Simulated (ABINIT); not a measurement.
Runs of ABINIT 10.8.3 (patched build) on AlN. Symmetry: F-43m, No. 216, cubic system. Conventional cell: a = 4.368 Å, b = 4.368 Å, c = 4.368 Å, α = 90.00°, β = 90.00°, γ = 90.00°. Al (site symmetry -43m) is surrounded by 4 N at 1.89 Å. N (site symmetry -43m) has 4 Al at 1.89 Å as nearest neighbours. Measurements of this composition are mostly on another form, of space group No. 186.

| task | level | potentials or basis | k mesh | cutoff (eV) | fine-grid cutoff | gap on the mesh (eV) | pressure (GPa) | V0 of scaled cells (Å³/atom) | B0 (GPa) |
| --- | --- | --- | --- | --- | --- | --- | --- | --- | --- |
| equation of state | BLYP+D2 | JTH PAW PBE v2.0 | 10 × 10 × 10 | 680 | 1278.94 eV | - | - | 10.60 | 183 |
| band structure | LDA-PZ | PseudoDojo NC SR LDA v0.4.1 standard | 10 × 10 × 10 | 1143 | - | 3.25 | -4.6 | - | - |
| band structure | BLYP | PseudoDojo NC SR PBE v0.4.1 standard | 10 × 10 × 10 | 1143 | - | 3.70 | 9.5 | - | - |
| equation of state | BP86+D2 | JTH PAW PBE v2.0 | 10 × 10 × 10 | 680 | 1278.94 eV | - | - | 10.52 | 190 |
| single point | r2SCAN | JTH PAW PBE v2.0 | 6 × 6 × 6 | 816 | 1414.99 eV | 3.89 | (a) | - | - |
| equation of state | BP86 | JTH PAW PBE v2.0 | 10 × 10 × 10 | 680 | 1278.94 eV | - | - | 10.71 | 192 |
| equation of state | HCTH407 | JTH PAW PBE v2.0 | 10 × 10 × 10 | 680 | 1278.94 eV | - | - | 10.64 | (b) |
| band structure | rPW86PBE | PseudoDojo NC SR PBE v0.4.1 standard | 10 × 10 × 10 | 1143 | - | 3.60 | 9.3 | - | - |

Alike in all rows: no spin polarisation; cell as given; smearing fermi-dirac 0.05 eV.

Problem. Fill in the values left out.

Solution. (a) 3.7; (b) 193.

Caveats: the PAW data sets were made with another functional, which shifts forces and pressure a little (some runs); pressures at fixed basis lie under the slope of the energies (some runs); the potentials were made for another functional, which shifts forces and pressure (some runs).

A k mesh can miss the band edges.

Runs at the PBE level aren't shown here.
